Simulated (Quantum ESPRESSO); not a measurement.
# SrCl2 (Fm-3m): modes at Γ and the response to a field

Aim: the zone-centre modes of SrCl2 (Fm-3m).

Method: DFT LDA, scalar-relativistic, plane waves, PseudoDojo norm-conserving pseudopotentials, in Quantum ESPRESSO 7.5.

## 1. Starting point

Symmetry: Fm-3m, No. 225, cubic system. The conventional cell has a = 6.977 Å, b = 6.977 Å, c = 6.977 Å, α = 90.00°, β = 90.00°, γ = 90.00°. Nearest to Sr lie 8 Cl at 3.02 Å. Nearest to Cl lie 4 Sr at 3.02 Å. Farther neighbours and most contacts between anions are not listed.

## 2. A first look

Before anything dear is run, a loose run with smearing shows whether this is a metal and how far the cell is from rest.

Contents of probe.in:

```
 &control
    calculation='scf',
    prefix='x',
    outdir='./tmp',
    pseudo_dir='./pseudo',
    tprnfor=.true.,
    tstress=.true.,
    verbosity='high',
 /
 &system
    ibrav=0,
    nat=3,
    ntyp=2,
    ecutwfc=68.0,
    occupations='smearing',
    smearing='gaussian',
    degauss=0.01,
 /
 &electrons
    conv_thr=1.0d-07,
    mixing_beta=0.7,
    electron_maxstep=100,
 /
ATOMIC_SPECIES
 Sr     87.6200  Sr.upf
 Cl     35.4500  Cl.upf
CELL_PARAMETERS angstrom
     0.000000000    3.488350000    3.488350000
     3.488350000    0.000000000    3.488350000
     3.488350000    3.488350000    0.000000000
ATOMIC_POSITIONS crystal
 Sr     0.000000000   0.000000000   0.000000000
 Cl     0.250000000   0.250000000   0.250000000
 Cl     0.750000000   0.750000000   0.750000000
K_POINTS automatic
 4 4 4 0 0 0
```

Started as:

```console
> OMP_NUM_THREADS=1 mpirun -n 4 pw.x -nk 4 -in probe.in > probe.out
```

The program printed:

```text
[banners, grids, parts of the stress and lines that vanish by symmetry left out]
Program PWSCF v.7.5
     Message from routine setup:
     using ibrav=0 with symmetry is DISCOURAGED, use correct ibrav instead
[...]
kinetic-energy cutoff     =      68.0000  Ry
     charge density cutoff     =     272.0000  Ry
     scf convergence threshold =      1.0E-07
[...]
Exchange-correlation= SLA  PW   NOGX NOGC
                           (   1   4   0   0   0   0   0)
[...]
48 Sym. Ops., with inversion, found
[...]
(     0          1          0      )
                  (     0          0          1      )
[...]
( -0.0000000  1.0000000  0.0000000 )
                  ( -0.0000000  0.0000000  1.0000000 )
[...]
(     1          0         -1      )
                  (     0          0         -1      )
[...]
(    -1          1          0      )
                  (     0          1         -1      )
[...]
( -1.0000000  0.0000000 -0.0000000 )
                  ( -0.0000000  1.0000000 -0.0000000 )
[...]
number of k points=     8  Gaussian smearing, width (Ry)=  0.0100
[...]
End of self-consistent calculation
[...]
the Fermi energy is     4.6284 ev
!    total energy              =    -134.69796268 Ry
[...]
convergence has been achieved in   7 iterations
[...]
atom    1 type  1   force =     0.00000000   -0.00000000    0.00000000
     atom    2 type  2   force =    -0.00000000    0.00000000   -0.00000000
     atom    3 type  2   force =     0.00000000   -0.00000000    0.00000000
[...]
Total force =     0.000000     Total SCF correction =     0.000000
[...]
total   stress  (Ry/bohr**3)                   (kbar)     P=      -28.76
[...]
XML data file, charge density, pseudopotentials, collected wavefunctions

   JOB DONE.
```

The job ended after 5.1 s (4 MPI ranks of Intel Xeon Platinum 8259CL at 2.50GHz (Skylake/Cascade Lake), shared host; 20 s of CPU time).

This step gave:

* volume per atom: 28.30 Å³
* pressure: -2.876 GPa
* gap on the k-mesh: 4.881 eV

A gap of 4.9 eV opens on this mesh, so the crystal is taken as an insulator; the start stands at -2.9 GPa.

## 3. Relaxation

The relaxation runs at a cutoff a fifth above that of the response, since stress converges more slowly with the basis than frequencies do. Forces and stress are brought to rest with tight thresholds.

Contents of relax.in:

```
 &control
    calculation='vc-relax',
    prefix='x',
    outdir='./tmp',
    pseudo_dir='./pseudo',
    tprnfor=.true.,
    tstress=.true.,
    forc_conv_thr=2.0d-05,
    etot_conv_thr=1.0d-07,
    nstep=40,
 /
 &system
    ibrav=0,
    nat=3,
    ntyp=2,
    ecutwfc=82,
    occupations='fixed',
    nbnd=14,
 /
 &electrons
    conv_thr=1.0d-11,
    mixing_beta=0.7,
    electron_maxstep=100,
 /
 &ions
 /
 &cell
    press_conv_thr=0.2,
 /
ATOMIC_SPECIES
 Sr     87.6200  Sr.upf
 Cl     35.4500  Cl.upf
CELL_PARAMETERS angstrom
     0.000000000    3.488350000    3.488350000
     3.488350000    0.000000000    3.488350000
     3.488350000    3.488350000    0.000000000
ATOMIC_POSITIONS crystal
 Sr     0.000000000   0.000000000   0.000000000
 Cl     0.250000000   0.250000000   0.250000000
 Cl     0.750000000   0.750000000   0.750000000
K_POINTS automatic
 6 6 6 0 0 0
```

Started as:

```console
> OMP_NUM_THREADS=1 mpirun -n 4 pw.x -nk 4 -in relax.in > relax.out
```

The program printed:

```text
[banners, grids, parts of the stress and lines that vanish by symmetry left out]
[banner, memory and clock lines left out]
Program PWSCF v.7.5

[...]
kinetic-energy cutoff     =      82.0000  Ry
     charge density cutoff     =     328.0000  Ry
     scf convergence threshold =      1.0E-11
[...]
energy convergence thresh.=      1.0E-07
     force convergence thresh. =      2.0E-05
     press convergence thresh. =      2.0E-01
     Exchange-correlation= SLA  PW   NOGX NOGC
                           (   1   4   0   0   0   0   0)
[...]
48 Sym. Ops., with inversion, found
[...]
number of k points=    16
[...]
End of self-consistent calculation
[...]
highest occupied, lowest unoccupied level (ev):     2.9005    7.7817
!    total energy              =    -134.69799361 Ry
[...]
convergence has been achieved in  11 iterations
[...]
atom    1 type  1   force =    -0.00000000    0.00000000    0.00000000
     atom    2 type  2   force =     0.00000000   -0.00000000    0.00000000
     atom    3 type  2   force =    -0.00000000    0.00000000   -0.00000000
     Total force =     0.000000     Total SCF correction =     0.000000
[...]
total   stress  (Ry/bohr**3)                   (kbar)     P=      -28.67
[...]
number of bfgs steps    =   0
[...]
CELL_PARAMETERS (angstrom)
[...]
ATOMIC_POSITIONS (crystal)
Sr               0.0000000000       -0.0000000000       -0.0000000000
Cl               0.2500000000        0.2500000000        0.2500000000
Cl               0.7500000000        0.7500000000        0.7500000000
[...]
New effective cutoffs (rho, wfc):  331.19   82.80
[...]
End of self-consistent calculation
[...]
highest occupied, lowest unoccupied level (ev):     3.0421    7.9785
!    total energy              =    -134.69948834 Ry
[...]
convergence has been achieved in   7 iterations
[...]
atom    1 type  1   force =    -0.00000000   -0.00000000    0.00000000
     atom    2 type  2   force =    -0.00000000    0.00000000   -0.00000000
     atom    3 type  2   force =     0.00000000   -0.00000000    0.00000000
     Total force =     0.000000     Total SCF correction =     0.000000
[...]
total   stress  (Ry/bohr**3)                   (kbar)     P=      -24.04
[...]
number of bfgs steps    =   1
[...]
WARNING: bfgs curvature condition failed, Theta= 0.964
[...]
CELL_PARAMETERS (angstrom)
[...]
ATOMIC_POSITIONS (crystal)
Sr               0.0000000000       -0.0000000000       -0.0000000000
[...]
New effective cutoffs (rho, wfc):  336.10   84.03
[...]
End of self-consistent calculation
[...]
highest occupied, lowest unoccupied level (ev):     3.2606    8.2810
!    total energy              =    -134.70119137 Ry
[...]
convergence has been achieved in   7 iterations
[...]
atom    1 type  1   force =     0.00000000   -0.00000000    0.00000000
     atom    2 type  2   force =    -0.00000000    0.00000000    0.00000000
     atom    3 type  2   force =     0.00000000   -0.00000000   -0.00000000
     Total force =     0.000000     Total SCF correction =     0.000000
[...]
total   stress  (Ry/bohr**3)                   (kbar)     P=      -16.38
[...]
number of bfgs steps    =   2
[...]
CELL_PARAMETERS (angstrom)
[...]
ATOMIC_POSITIONS (crystal)
[...]
New effective cutoffs (rho, wfc):  345.47   86.37
[...]
End of self-consistent calculation
[...]
highest occupied, lowest unoccupied level (ev):     3.6835    8.7862
!    total energy              =    -134.70246386 Ry
[...]
convergence has been achieved in   7 iterations
[...]
atom    1 type  1   force =     0.00000000    0.00000000    0.00000000
     atom    2 type  2   force =     0.00000000    0.00000000    0.00000000
     atom    3 type  2   force =    -0.00000000   -0.00000000   -0.00000000
     Total force =     0.000000     Total SCF correction =     0.000000
[...]
total   stress  (Ry/bohr**3)                   (kbar)     P=        0.24
[...]
number of bfgs steps    =   4
[...]
CELL_PARAMETERS (angstrom)
[...]
ATOMIC_POSITIONS (crystal)
[...]
New effective cutoffs (rho, wfc):  345.34   86.34
[...]
End of self-consistent calculation
[...]
highest occupied, lowest unoccupied level (ev):     3.6777    8.7809
!    total energy              =    -134.70246409 Ry
[...]
convergence has been achieved in   5 iterations
[...]
atom    1 type  1   force =     0.00000000    0.00000000    0.00000000
     atom    2 type  2   force =    -0.00000000    0.00000000   -0.00000000
     atom    3 type  2   force =    -0.00000000    0.00000000    0.00000000
     Total force =     0.000000     Total SCF correction =     0.000000
[...]
total   stress  (Ry/bohr**3)                   (kbar)     P=       -0.00
[...]
number of bfgs steps    =   5
[...]
small trust_radius: resetting bfgs history
[...]
CELL_PARAMETERS (angstrom)
[...]
ATOMIC_POSITIONS (crystal)
[...]
New effective cutoffs (rho, wfc):  345.35   86.34
[...]
End of self-consistent calculation
[...]
highest occupied, lowest unoccupied level (ev):     3.6777    8.7809
!    total energy              =    -134.70246409 Ry
[...]
convergence has been achieved in   2 iterations
[...]
atom    1 type  1   force =     0.00000000    0.00000000    0.00000000
     atom    2 type  2   force =     0.00000000   -0.00000000   -0.00000000
     atom    3 type  2   force =     0.00000000    0.00000000   -0.00000000
     Total force =     0.000000     Total SCF correction =     0.000000
[...]
total   stress  (Ry/bohr**3)                   (kbar)     P=       -0.00
[...]
bfgs converged in   7 scf cycles and   6 bfgs steps
[...]
End of BFGS Geometry Optimization
     Final enthalpy           =    -134.7024640904 Ry
     File ./tmp/x.bfgs deleted, as requested
[...]
CELL_PARAMETERS (angstrom)
[...]
ATOMIC_POSITIONS (crystal)
[...]
Cl               0.2500000000        0.2500000000        0.2500000000
Cl               0.7500000000        0.7500000000        0.7500000000
[...]
Final scf calculation at the relaxed structure.
[...]
kinetic-energy cutoff     =      82.0000  Ry
     charge density cutoff     =     328.0000  Ry
     scf convergence threshold =      1.0E-13
[...]
press convergence thresh. =      2.0E-01
     Exchange-correlation= SLA  PW   NOGX NOGC
                           (   1   4   0   0   0   0   0)
[...]
48 Sym. Ops., with inversion, found
[...]
number of k points=    16
[...]
c_bands:  2 eigenvalues not converged
[...]
End of self-consistent calculation
[...]
highest occupied, lowest unoccupied level (ev):     3.6777    8.7809
!    total energy              =    -134.70245609 Ry
[...]
convergence has been achieved in  11 iterations
[...]
atom    1 type  1   force =    -0.00000000    0.00000000    0.00000000
     atom    2 type  2   force =     0.00000000    0.00000000    0.00000000
     atom    3 type  2   force =    -0.00000000    0.00000000   -0.00000000
     Total force =     0.000000     Total SCF correction =     0.000000
[...]
total   stress  (Ry/bohr**3)                   (kbar)     P=       -0.01
[...]
XML data file, charge density, pseudopotentials, collected wavefunctions
```

Elapsed: 56 s, on 4 MPI ranks.

The steps of the relaxation:

| step | energy less that of the first step (eV) | largest force (eV/Å) | pressure (GPa) | volume (Å³) |
| --- | --- | --- | --- | --- |
| 1 | 0.0000 | 0.0000 | -2.87 | 84.90 |
| 2 | -0.0203 | 0.0000 | -2.40 | 83.66 |
| 3 | -0.0435 | 0.0000 | -1.64 | 81.83 |
| 4 | -0.0603 | 0.0000 | -0.31 | 79.14 |
| 5 | -0.0608 | 0.0000 | 0.02 | 78.53 |
| 6 | -0.0608 | 0.0000 | 0.00 | 78.57 |
| 7 | -0.0608 | 0.0000 | 0.00 | 78.57 |
| 8 | -0.0607 | 0.0000 | 0.00 | 78.57 |

| conventional cell, symmetrised | before | after | change |
| --- | --- | --- | --- |
| a (Å) | 6.977 | 6.799 | -2.5 % |
| b (Å) | 6.977 | 6.799 | -2.5 % |
| c (Å) | 6.977 | 6.799 | -2.5 % |
| volume (Å³/atom) | 28.30 | 26.19 | -7.5 % |

Final coordinates:

```xyz
3
Lattice="0.0000 3.3994 3.3994 3.3994 0.0000 3.3994 3.3994 3.3994 0.0000" Properties=species:S:1:pos:R:3 pbc="T T T"
Sr    0.0000    0.0000    0.0000
Cl    1.6997    1.6997    1.6997
Cl    5.0992    5.0992    5.0992
```

The last row of the table of steps is pw.x's closing run on a basis chosen anew for the final cell, so its energy can jump.

Numbers from this step:

| Item | Value |
| --- | --- |
| volume per atom | 26.19 Å³ |
| pressure | -0.001 GPa |
| gap on the k-mesh | 5.103 eV |

The volume changes by -7.5 % from the cell with which this run began.

## 4. Ground state

The response is built on this ground state, so it is converged far tighter than an energy would need. With a gap, occupations are fixed, which also allows the response to an electric field.

Contents of scf.in:

```
 &control
    calculation='scf',
    prefix='x',
    outdir='./tmp',
    pseudo_dir='./pseudo',
    tprnfor=.true.,
    tstress=.true.,
 /
 &system
    ibrav=0,
    nat=3,
    ntyp=2,
    ecutwfc=68.0,
    occupations='fixed',
    nbnd=14,
 /
 &electrons
    conv_thr=1.0d-12,
    mixing_beta=0.7,
    electron_maxstep=100,
 /
ATOMIC_SPECIES
 Sr     87.6200  Sr.upf
 Cl     35.4500  Cl.upf
CELL_PARAMETERS angstrom
     0.000000000    3.399443882    3.399443882
     3.399443882    0.000000000    3.399443882
     3.399443882    3.399443882    0.000000000
ATOMIC_POSITIONS crystal
 Sr     0.000000000   0.000000000   0.000000000
 Cl     0.250000000   0.250000000   0.250000000
 Cl     0.750000000   0.750000000   0.750000000
K_POINTS automatic
 6 6 6 0 0 0
```

Started as:

```console
> OMP_NUM_THREADS=1 mpirun -n 4 pw.x -nk 4 -in scf.in > scf.out
```

The program printed:

```text
[banners, grids, parts of the stress and lines that vanish by symmetry left out]
[banner, memory and clock lines left out]
Program PWSCF v.7.5

[...]
kinetic-energy cutoff     =      68.0000  Ry
     charge density cutoff     =     272.0000  Ry
     scf convergence threshold =      1.0E-12
[...]
Exchange-correlation= SLA  PW   NOGX NOGC
                           (   1   4   0   0   0   0   0)
[...]
48 Sym. Ops., with inversion, found
[...]
number of k points=    16
[...]
End of self-consistent calculation
[...]
highest occupied, lowest unoccupied level (ev):     3.6777    8.7810
!    total energy              =    -134.70243084 Ry
[...]
convergence has been achieved in  11 iterations
[...]
atom    1 type  1   force =     0.00000000   -0.00000000   -0.00000000
     atom    2 type  2   force =    -0.00000000   -0.00000000    0.00000000
     atom    3 type  2   force =    -0.00000000   -0.00000000    0.00000000
     Total force =     0.000000     Total SCF correction =     0.000000
[...]
total   stress  (Ry/bohr**3)                   (kbar)     P=       -0.03
[...]
XML data file, charge density, pseudopotentials, collected wavefunctions
```

The job ended after 9.3 s (4 MPI ranks; 36 s of CPU time).

Read from the output:

```
pressure : -0.003000 GPa
```

The cell stands at -0.0030 GPa, close enough for phonons.

(Continued in part 2 of 2.)

[Host names and launcher messages were left out of these logs when they were recorded.]

[Logs are printed without paths, hosts, clocks, repeated set-up lines and the standing remarks that a program may print on its own settings, such as how far it seeks lower states.]

[Hosts, paths, dates, database ids (printed as entryN), source tags and the programs' standing remarks are cut or masked in the printed files.]
